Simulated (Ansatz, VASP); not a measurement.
Two plane-wave programs on CoSi2

```
CELL_PARAMETERS angstrom
3.75651 0.00000 0.00000
0.00000 3.75651 0.00000
0.00000 0.00000 23.64063
ATOMIC_POSITIONS crystal
Si 0.50000 0.00000 0.35955
Si 0.00000 0.50000 0.35955
Si 0.00000 0.50000 0.47191
Si 0.50000 0.00000 0.47191
Si 0.50000 0.00000 0.58532
Si 0.00000 0.50000 0.58532
Co 0.50000 0.50000 0.41573
Co 0.00000 0.00000 0.52719
Co 0.50000 0.50000 0.63712
```

Alike in both runs: functional PBEsol; k mesh 8 × 8 × 1; occupations gaussian, width 0.1 eV; no spin polarisation.

Ansatz relaxed the structure, and its values are those at the end. VASP's run is a single point on that final structure, the one shown.

```csv
,VASP,Ansatz
version,VASP 6.6.1,Ansatz 0.2.0
potentials or method,"VASP PAW PBE potentials, release 64 (Si, Co)","scalar-relativistic, plane waves, PAW"
plane-wave cutoff (eV),520,420
valence electrons in the cell,51,75
```

Ansatz gave:

* gap on the k mesh at the Fermi level (eV): none
* rms of the force components (eV/Å): 0.033

Question: Estimate VASP's values.

Answer: gap on the k mesh at the Fermi level (eV): none; rms of the force components (eV/Å): 0.031.

A gap of «none» marks a metal or a gap that the smearing closes. The two sets of potentials don't hold the same shells in valence. Ansatz warned: «xc_potential_rough_in_thin_density».

Caveats: the PAW data sets were made with another functional, which shifts forces and pressure a little (VASP). Spin polarisation is off, so any magnetic state and its effect on volume and gap are missing.
